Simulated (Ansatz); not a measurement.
Re:

```
CELL_PARAMETERS angstrom
2.76080 0.00000 0.00000
-1.38040 2.39092 0.00000
0.00000 0.00000 4.45820
ATOMIC_POSITIONS crystal
Re 0.66667 0.33333 0.75000
Re 0.33333 0.66667 0.25000
```

Base run:

```yaml
Program: Ansatz 0.2.0
Functional: PBE
Potentials_or_basis: Ansatz PAW
Cutoff: 350 eV
Density_cutoff: 1400 eV
k_mesh: 11 × 11 × 6
Occupations: fermi-dirac, width 0.05 eV
Spin: no spin polarisation
```

Its results: band gap on the k mesh none (metal or under the smearing width); pressure 6.0 GPa.

Question: The run is repeated on the same cell with these changes: functional from PBE to RPBE; cutoff from 350 eV to 420 eV (not typed: the program's choice for these potentials). What comes out?

Answer: Band gap on the k mesh none (metal or under the smearing width); pressure 9.9 GPa.

RPBE binds less tightly than PBE, so the same cell stands under more pressure.

Caveats: the cutoff lies under the one recommended for these potentials (some runs); spin-orbit coupling is left out, which moves the levels of the heavy elements (some runs); the PAW data sets come from PBE, with cores solved anew for the run's functional, which leaves a small shift of forces and pressure (some runs).
